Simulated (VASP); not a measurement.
**Pt: relaxation of cell and atoms with optPBE-vdW**

The system is Pt.

```xyz
1
Lattice="0.0000 1.9609 1.9609 1.9609 0.0000 1.9609 1.9609 1.9609 0.0000" Properties=species:S:1:pos:R:3 pbc="T T T"
Pt    0.0000    0.0000    0.0000
```

```yaml
Program: VASP 6.6.1
Task: relaxation of cell and atoms
Functional: optPBE-vdW
Potentials_or_basis: VASP PAW PBE potentials, release 64 (Pt)
Cutoff: 600 eV
k_mesh: 12 × 12 × 12
Occupations: fermi-dirac, width 0.05 eV
Spin: no spin polarisation
Further_INCAR_settings: ALGO = Normal; EDIFF = 1e-06; IBRION = 2; EDIFFG = -0.005; NSW = 40; ISIF = 3
```

```
Relaxed volume                         : 15.89 Å³/atom
Relaxed cell                           : a = 2.822 Å, b = 2.822 Å, c = 2.822 Å, α = 60.00°, β = 60.00°, γ = 60.00°
Space group after relaxing (to 0.05 Å) : Fm-3m (No. 225)
Energy gained by relaxing              : 34.5 meV/atom
Ionic steps                            : 17
Pressure after relaxing                : 0.0 GPa
Band gap on the k mesh                 : none (metal or under the smearing width)
```

Step by step:
```csv
step,energy change (eV),largest force (eV/Å),pressure (GPa),volume (Å³)
1,0.0000,0.0000,14.42,15.08
2,0.1540,0.0000,-22.16,18.24
3,-0.0344,0.0000,-0.72,15.94
4,-0.0345,0.0000,-0.09,15.90
5,-0.0345,0.0000,0.16,15.88
6,-0.0345,0.0000,0.17,15.88
7,-0.0345,0.0000,0.17,15.88
8,-0.0345,0.0000,0.15,15.88
9,-0.0345,0.0000,0.15,15.88
10,-0.0345,0.0000,0.15,15.88
11,-0.0345,0.0000,0.15,15.88
12,-0.0345,0.0000,0.15,15.88
13,-0.0345,0.0000,0.15,15.88
14,-0.0345,0.0000,0.15,15.89
15,-0.0345,0.0000,0.14,15.89
16,-0.0345,0.0000,0.08,15.89
17,-0.0345,0.0000,0.02,15.89
```

Final structure:
```
Pt
1.0
     0.00000    1.99553    1.99553
     1.99553    0.00000    1.99553
     1.99553    1.99553    0.00000
Pt
1
Direct
  0.00000 0.00000 0.00000
```

Levels at points of the mesh, in eV from the Fermi level:
| k point | band 3 | band 4 | band 5 | band 6 | band 7 | band 8 |
| --- | --- | --- | --- | --- | --- | --- |
| (0.00, 0.00, 0.00) | -3.48 | -3.48 | -1.52 | -1.52 | 14.96 | 19.52 |
| (0.50, 0.00, 0.00) | -3.53 | -0.14 | 0.02 | 0.02 | 5.42 | 14.51 |
| (0.50, 0.50, 0.00) | -0.02 | 0.43 | 0.43 | 1.99 | 8.28 | 11.28 |

Wall time 3.5 min on 1 thread of Intel(R) Xeon(R) Platinum 8375C CPU @ 2.90GHz (Ice Lake) (shared host), peak memory 0.27 GiB.

Caveat: the PAW data sets were made with another functional, which shifts forces and pressure a little. Zero-point motion and thermal expansion aren't in these numbers.
